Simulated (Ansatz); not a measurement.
An Ansatz input:

```yaml
crystal:
  lattice:
    - [-1.7195263245, 1.7195263245, 1.7195263245]
    - [1.7195263245, -1.7195263245, 1.7195263245]
    - [1.7195263245, 1.7195263245, -1.7195263245]
  atoms:
    - { symbol: Se, position: [0.0, 0.0, 0.0] }
hamiltonian:
  xc: pbe
  pseudopotentials:
    kind: paw_fr
    azcp:
      Se: "pseudopotentials/Se.paw.azcp"
basis:
  ecutwfc: 420
  fft_grid_basis: typed
kpoints:
  mp_grid: { grid: [13, 13, 13], shift: [0, 0, 0] }
magnetization:
  noncollinear: true
  spin_orbit: true
scf:
  occupations: { method: fermi_dirac, width: 0.1 }
```

Terminal output

```
Engine: ansatz 0.2.0, x86_64-unknown-linux-gnu
Pseudopotentials: kind: paw_fr
Pseudopotential: Se, paw_fr, valence charge 16, recommended cutoff 420 eV (normal) 
Functional definition: PBE
  parameter kappa = 0.804
  parameter beta = 0.06672455060314922
  exchange = pbe_x(kappa = kappa, mu = beta*pi^2/3)
  correlation = pbe_c(beta = beta)
non-collinear run that drives no moment, with spin-orbit: no starting moment large enough to seed its density (crystal.atoms[].spin), no starting occupations that ask for one, no magnetisation constraint and no magnetic field, so the semilocal B_xc is pinned to zero
Crystal: 1 atoms, lattice volume = 20.337 Å³
Basis set: ecut = 420 eV, 381 PW (Γ)
Bands: 24, of which v1, the nominal top of the filled ones, is band 16 counted from 1 (15 counted from 0)
Symmetry: 48 space group operations + 48 with time reversal
Magnetic group: BNS 229.141 (UNI 1643), of the structure as read, at distance tolerance 2.7e-5 Å
k-points: 84 of 2197
Projection manifold: j_resolved (fully-relativistic pseudo-atomic orbitals)
Non-local potential: Se, projectors of the file, l = 0: 2, l = 1: 4, l = 2: 6, l = 3: 2
PAW form: soft (Blöchl's): semilocal exchange-correlation on the pseudo side does not see the compensation charge
PAW one-centre angular grid: Se, 590 points (default); XC on 96 Gauss nodes
Initial density: superposition of atomic densities (chi_scale 0.1, normalization cell)
Initial wavefunctions: pseudopotential atomic-orbital guess
Functional: x = pbe(κ = 0.804, μ = 0.2195149727645171), c = pbe(β = 0.06672455060314922)
SCF iter   1: F=—  HF=-5468.680091 eV  |F-HF|=—  |Δ(HF+E_count)|=         —  Δρ=9.89e-3  dr2=1.39e-2  dr2_m=0.00e0 (ungated)  ethr=3.10e-3  |M|=0.00e0 ∫|m|=0.00e0 μB  |m|>n=0.0e0 m-floor=0.0e0 τ_xc=0.0e0  β_m=0.30  ⟨swp⟩=7.0  Hψ=6642  notcnv=0  defer=60
spin=Noncollinear: Kerker preconditioning applied to the charge; magnetization (m_x, m_y, m_z) channels mix plain (no charge-response kernel on spin).
SCF iter   2: F=—  HF=-5468.680537 eV  |F-HF|=—  |Δ(HF+E_count)|=   4.46e-4  Δρ=8.06e-3  dr2=9.65e-3  dr2_m=0.00e0 (ungated)  ethr=8.71e-5  |M|=0.00e0 ∫|m|=0.00e0 μB  |m|>n=0.0e0 m-floor=0.0e0 τ_xc=0.0e0  β_m=0.47  ⟨swp⟩=1.0  Hψ=1344  notcnv=0  defer=120
SCF iter   3: F=—  HF=-5468.681313 eV  |F-HF|=—  |Δ(HF+E_count)|=   7.76e-4  Δρ=1.33e-3  dr2=2.11e-4  dr2_m=0.00e0 (ungated)  ethr=6.03e-5  |M|=0.00e0 ∫|m|=0.00e0 μB  |m|>n=0.0e0 m-floor=0.0e0 τ_xc=0.0e0  β_m=0.55  ⟨swp⟩=2.0  Hψ=1412  notcnv=0  defer=120
SCF iter   4: F=—  HF=-5468.681331 eV  |F-HF|=—  |Δ(HF+E_count)|=   1.84e-5  Δρ=7.21e-4  dr2=3.25e-5  dr2_m=0.00e0 (ungated)  ethr=1.32e-6  |M|=0.00e0 ∫|m|=0.00e0 μB  |m|>n=0.0e0 m-floor=0.0e0 τ_xc=0.0e0  β_m=0.76  ⟨swp⟩=2.1  Hψ=1573  notcnv=0  defer=120
SCF iter   5: F=—  HF=-5468.681311 eV  |F-HF|=—  |Δ(HF+E_count)|=   2.00e-5  Δρ=1.72e-4  dr2=2.03e-6  dr2_m=0.00e0 (ungated)  ethr=2.03e-7  |M|=0.00e0 ∫|m|=0.00e0 μB  |m|>n=0.0e0 m-floor=0.0e0 τ_xc=0.0e0  β_m=0.88  ⟨swp⟩=2.0  Hψ=1594  notcnv=0  defer=120
SCF iter   6: F=-5468.681313 eV  HF=-5468.681313 eV  |F-HF|=4.93e-8  |Δ(HF+E_count)|=   2.05e-6  Δρ=2.65e-5  dr2=6.88e-8  dr2_m=0.00e0 (ungated)  ethr=6.25e-10  |M|=0.00e0 ∫|m|=0.00e0 μB  |m|>n=0.0e0 m-floor=0.0e0 τ_xc=0.0e0  ⟨swp⟩=2.1  Hψ=2958  notcnv=0
SCF 1 converged in 6 iterations: F = -5468.681313 eV  dr2 = 6.88e-8
SCF converged after 6 iterations
Magnetization: |M| = 0.0000 μB,  M = (+0.0000, +0.0000, +0.0000) μB
Absolute magnetization: 0.0000 μB (∫|m|)
  site 0: m = (+0.0000, +0.0000, +0.0000) μB, |m| = 0.0000 μB  (R = 1.23 Å)
Free energy (F): -5468.681313 eV
Harris-Foulkes:  -5468.681313 eV  (|F-HF|=4.93e-8)
Internal energy: -5468.659914 eV  (E = F + TS)
E sigma→0 (E₀):  -5468.670614 eV
Entropy (-TS):   -0.021399 eV (-21.399 meV/atom)
Fermi energy:    11.171893 eV
--- Per-component energies (eV) ---
  E_band       = -343.861354
  E_kinetic    = 116.680994
  E_local      = -2063.801183  (includes V_loc(G=0)·N_el)
  E_nonlocal   = -593.721487
  E_hartree    = 1038.870818
  E_xc         = -103.433846
  E_vxc        = -97.200996  (∫ρ·V_xc dr)
  E_paw        = -1912.813425  (= ΣΔE_a)
  E_vpaw       = 216.445412  (= ΣTr[D̂ρ^β])
  E_aug_tail   = -0.000593  (compensation charges beyond the density's cutoff)
  E_ewald      = -1950.441193
  E_smearing   = -0.021399  (= −TS)
  E_closure    = 0.000000  (closes the sum)
  Σ components = -5468.681313   (vs F -5468.681313, Δ=0.00e0)
```
